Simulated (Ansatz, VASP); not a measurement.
Nb: VASP beside Ansatz

The input INCAR:

```
  PREC = Accurate
  ENCUT = 520
  EDIFF = 1E-8
  ISMEAR = -1
  SIGMA = 0.08
  LREAL = F
  LASPH = T
  NELM = 60
  ALGO = Normal
  ISIF = 2
  LWAVE = F
  LCHARG = F
  GGA = PE
  LEFG = T
  NBANDS = 12
```

KPOINTS

```
Automatic mesh
0
Gamma
  13 13 13
```

File POSCAR:

```
Nb
1.0
    0.0000000000      2.1008049414      2.1008049414
    2.1008049414      0.0000000000      2.1008049414
    2.1008049414      2.1008049414      0.0000000000
Nb
1
Direct
    0.0000000000      0.0000000000      0.0000000000
```

Input for Ansatz:

```yaml
crystal:
  lattice:
    - [0.0, 2.1008049414, 2.1008049414]
    - [2.1008049414, 0.0, 2.1008049414]
    - [2.1008049414, 2.1008049414, 0.0]
  atoms:
    - { symbol: Nb, position: [0.0, 0.0, 0.0] }
kpoints:
  mp_grid: { grid: [13, 13, 13] }
scf:
  occupations: { method: fermi_dirac, width: 0.08 }
hamiltonian:
  xc: pbe
  pseudopotentials: { kind: all_electron, datasets: crystal }
output:
  forces: true
  stress: true
  eigenvalues: true
  efg: { contact_densities: true }
```

Change from the starting cell: volume scaled by 0.98, crystal datasets.

Alike in both runs: task electric field gradients; functional PBE; k mesh 13 × 13 × 13; occupations fermi-dirac, width 0.08 eV; no spin polarisation.

|  | VASP | Ansatz |
| --- | --- | --- |
| version | VASP 6.6.1 | Ansatz 0.2.0 |
| potentials or method | VASP PAW PBE potentials, release 64 (Nb_sv) | all-electron PAW with datasets made for the crystal, scalar-relativistic |
| plane-wave cutoff (eV) | 520 | see its input |

|  | VASP | Ansatz | Ansatz less VASP |
| --- | --- | --- | --- |
| pressure (GPa) | 1.9 | 2.3 | +0.32 |
| Vzz of the field gradient on the site that differs most (V/Å²) | 0.0 | 0.0 | 0.00 |

Ansatz ran all-electron here, so the differences hold the error of VASP's frozen core and of both bases. Ansatz warned: «gradients_without_spin_orbit».
